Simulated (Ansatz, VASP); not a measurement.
**Two plane-wave programs on BN**

```
CELL_PARAMETERS angstrom
2.52318 0.00000 0.00000
-1.26159 2.18514 0.00000
0.00000 0.00000 4.17515
ATOMIC_POSITIONS crystal
B 0.66667 0.33333 0.99970
B 0.33333 0.66667 0.49970
N 0.66667 0.33333 0.62530
N 0.33333 0.66667 0.12530
```

Alike in both runs: task single point; functional HSE06; k mesh 6 × 6 × 4; no spin polarisation.

|  | VASP | Ansatz |
| --- | --- | --- |
| version | VASP 6.6.1 | Ansatz 0.2.0 |
| potentials or method | VASP PAW PBE potentials, release 64 (B, N) | scalar-relativistic, plane waves, PAW |
| plane-wave cutoff (eV) | 520 | 420 |
| occupations | gaussian, width 0.01 eV | fixed |
| valence electrons in the cell | 16 | 16 |

|  | VASP | Ansatz | Ansatz less VASP |
| --- | --- | --- | --- |
| gap on the k mesh at the Fermi level (eV) | 6.46 | 6.48 | +0.019 |
| least direct gap on the mesh (eV) | 10.09 | 10.10 | +0.012 |
| pressure (GPa) | 5.9 | 5.4 | -0.58 |
| largest component of the traceless stress (GPa) | 0.65 | 0.61 | -0.041 |
| rms of the force components (eV/Å) | 0.008 | 0.009 | +0.0017 |

Atom by atom the forces differ by 0.002 eV/Å (rms over components). Ansatz warned: «stress_exchange_threshold_loose».

Caveats: the k mesh is coarse (spacing up to 0.48 Å⁻¹), so the values aren't converged, least of all with exact exchange; the PAW data sets were made with another functional, which shifts forces and pressure a little (VASP). A k mesh can miss the band edges.
